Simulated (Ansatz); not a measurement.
# Binding across the interface in graphene/h-GaN/graphene sandwich (62 atoms): runs compared

Aim: the interaction energy between the two parts of graphene/h-GaN/graphene sandwich (62 atoms) and its distance dependence.

Computed with Ansatz 0.2.0: Kohn-Sham DFT, LDA, PAW (set soft_2), plane waves.

### 1. The cell as built

The cell holds 62 atoms: 48 C, 7 Ga and 7 N. Its edges and angles: a = 8.507 Å, b = 8.507 Å, c = 22.960 Å, α = 90.0°, β = 90.0°, γ = 120.0°. It derives from C and GaN. 12 cells of graphene (a = 2.46 Å, strained -0.17 %) and 7 cells of h-GaN (a = 3.21 Å, +0.17 %) on one hexagonal cell, twist 49.11 deg; facing planes 3.5, 3.46 Å apart; 16 Å of vacuum; displaced by a Gaussian of 0.01 Å. Regions: layer 1, 24 atoms (24 C); layer 2, 14 atoms (7 Ga and 7 N); layer 3, 24 atoms (24 C). Vacuum lies along c.

### 2. The reference run

The reference is a single point at the end of the relaxation.

The parts (lower: layer 1 and layer 2 and upper: layer 3) keep their atoms where they stand in it, and shifted cells move the upper part rigidly.

Its input, with most atom lines left out:

```yaml
crystal:
  lattice:
    - [8.5073, 0.0, 0.0]
    - [-4.25365, 7.36754, 0.0]
    - [0.0, 0.0, 22.96]
  atoms:
    - { symbol: C, position: [0.16707, 0.66668, 0.35183] }
    - { symbol: C, position: [0.1671, 0.49993, 0.35158] }
    - { symbol: C, position: [0.33385, 7.0e-05, 0.35137] }
    - { symbol: C, position: [0.3339, 0.83349, 0.35199] }
    - { symbol: C, position: [0.16715, 0.16676, 0.35073] }
    - { symbol: C, position: [0.16718, 3.0e-05, 0.35098] }
    - { symbol: C, position: [0.33392, 0.49995, 0.35137] }
    [... atom lines 8 to 62 left out ...]
kpoints:
  mp_grid: { grid: [3, 3, 1] }
hamiltonian:
  xc: lda
scf:
  occupations: { method: gaussian, width: 0.05 }
output:
  forces: true
  populations: true
  dos:
    method: { smearing: { sigma: 0.15 } }
    de: 0.1
    projected:
      site_lists:
        C: [C]
        Ga: [Ga]
        "N": ["N"]
        layer_1: [0, 1, 2, 3, 4, 5, 6, 7, 8, 9, 10, 11, 12, 13, 14, 15, 16, 17, 18, 19, 20, 21, 22, 23]
        layer_2: [24, 25, 26, 27, 28, 29, 30, 31, 32, 33, 34, 35, 36, 37]
        layer_3: [38, 39, 40, 41, 42, 43, 44, 45, 46, 47, 48, 49, 50, 51, 52, 53, 54, 55, 56, 57, 58, 59, 60, 61]
  eigenvalues: true
  write_density: true
  write_potential: true
  volumetric_format: npy
```

| Property | Result |
| --- | --- |
| free energy per atom | -648.8734 eV/atom |
| r.m.s. force component | 0.00765 eV/Å |

No gap is quoted, since levels at the Fermi energy are partly filled.

### 3. The runs

Each row is one run, on 4 threads of Arm Neoverse V1, shared host. The free energy is the program's total, comparable only between runs with the same functional, potentials and atoms, or as a whole against its parts.

```
                                 run  atoms    outcome  ionic steps, all passes  free energy (eV)     time  host memory (GiB)
           Single point at the start     62  converged                        -        -40229.845     65 s                5.3
                          Relaxation     62  converged                        4        -40230.148  3.2 min                5.3
Single point at the relaxed geometry     62  converged                        -        -40230.148  2.1 min                5.7
                The lower part alone     38  converged                        -        -34398.753     71 s                4.0
                The upper part alone     24  converged                        -         -5830.837     25 s                2.1
          Upper part moved by +0.3 Å     62  converged                        -        -40230.071     77 s                5.4
          Upper part moved by -0.3 Å     62  converged                        -        -40229.975     86 s                5.3
          Upper part moved by +0.8 Å     62  converged                        -        -40229.857     77 s                5.4
          Upper part moved by +1.6 Å     62  converged                        -        -40229.664     97 s                5.4
            Upper part moved by +3 Å     62  converged                        -        -40229.598  1.8 min                5.4
           Whole cell, revPBE+D3(BJ)     62  converged                        -        -41312.897     64 s                5.5
           Lower part, revPBE+D3(BJ)     38  converged                        -        -35260.889     43 s                3.9
           Upper part, revPBE+D3(BJ)     24  converged                        -         -6050.208     14 s                2.1
```

In some runs the program notes that the exchange-correlation potential is rough where the density is thin.

### 4. Interaction energy

Whole cell less its two parts, each frozen at the geometry of the whole and solved in the same cell with the same functional, so that energy zeros cancel. The upper part is 'layer 3' and the lower part 'layer 1 and layer 2'. The nearest atoms of the two parts stand 3.41 Å apart. The face is 62.68 Å².

```
   functional  interaction energy (eV)  of it, the added dispersion term (eV)  per area (meV/Å²)  per area (J/m²)  per atom of the upper part (meV)
          LDA                   -0.558                                      -               -8.9            -0.14                             -23.3
revPBE+D3(BJ)                   -1.799                                 -2.569              -28.7            -0.46                             -75.0
```

### 5. Energy against separation

The upper part is moved rigidly along the normal from its place in the reference.

```
shift (Å)  energy change (eV)  per area (meV/Å²)  share of the binding lost (%)
     -0.3               0.173               2.76                              -
     +0.0               0.000               0.00                              -
     +0.3               0.077               1.23                             14
     +0.8               0.291               4.64                             52
     +1.6               0.484               7.71                             87
     +3.0               0.550               8.78                             99
```

### 6. Levels of whole and parts

```
      cell  level spacing (eV)  vacuum level at the upper face, over the highest filled level, or over E_F where no gap is given (eV)  moment (μB)
     whole                   -                                                                                                   4.56      no spin
lower part                   -                                                                                                      -      no spin
upper part                   -                                                                                                   4.52      no spin
```

A dash marks a cell without a clear gap, or without a flat potential in the vacuum.

### 7. Outcome

The parts bind with 8.9 meV/Å² (0.558 eV for the cell) at the level LDA. LDA holds no long-range dispersion, so what binding it gives comes from the overlap of the layers' densities and dies out faster with distance than real dispersion. At this one geometry the functionals range from -28.7 (revPBE+D3(BJ)) to -8.9 meV/Å² (LDA). The curvature over ±0.3 Å is 0.71×10²⁰ N/m³, and the energy rises faster on the near side. At +3.0 Å, 99 % of the binding is lost.

Caveats: The parts are frozen, so the energy of their deformation isn't counted. No correction is made for dipoles across the vacuum, and the parts also feel their periodic images through it. The reference functional has no dispersion term, which matters for the binding between molecules or layers, where LDA binds through overlap of densities alone.

The DFT runs together took 17 min of wall time.

[Logs are printed without paths, hosts, clocks, repeated set-up lines and the standing remarks that a program may print on its own settings, such as how far it seeks lower states.]

[Hosts, paths, dates, database ids (printed as entryN), source tags and the programs' standing remarks are cut or masked in the printed files.]
